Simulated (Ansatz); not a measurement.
Crystal: TePb.

```xyz
2
Lattice="0.0000 3.2310 3.2310 3.2310 0.0000 3.2310 3.2310 3.2310 0.0000" Properties=species:S:1:pos:R:3 pbc="T T T"
Pb    0.0000    0.0000    0.0000
Te    3.2310    3.2310    3.2310
```

Base run:

```yaml
Program: Ansatz 0.2.0
Functional: PBE
Potentials_or_basis: all-electron LAPW, relativistic spinors
Cutoff: 179 eV
Density_cutoff: 715 eV
Basis_error_allowed: 0.001 eV/atom
k_mesh: 5 × 5 × 5
Occupations: fermi-dirac, width 0.05 eV
Spin: spin-orbit coupling, no magnetisation
```

Its results: pressure 1.9 GPa.

**Question.** The run is repeated on the same cell with these changes: functional from PBE to PBEsol. What comes out?

**Answer.** Pressure -0.6 GPa.

PBEsol binds more tightly than PBE, so the same cell stands under less pressure.

Not every run made on this cell is shown here.
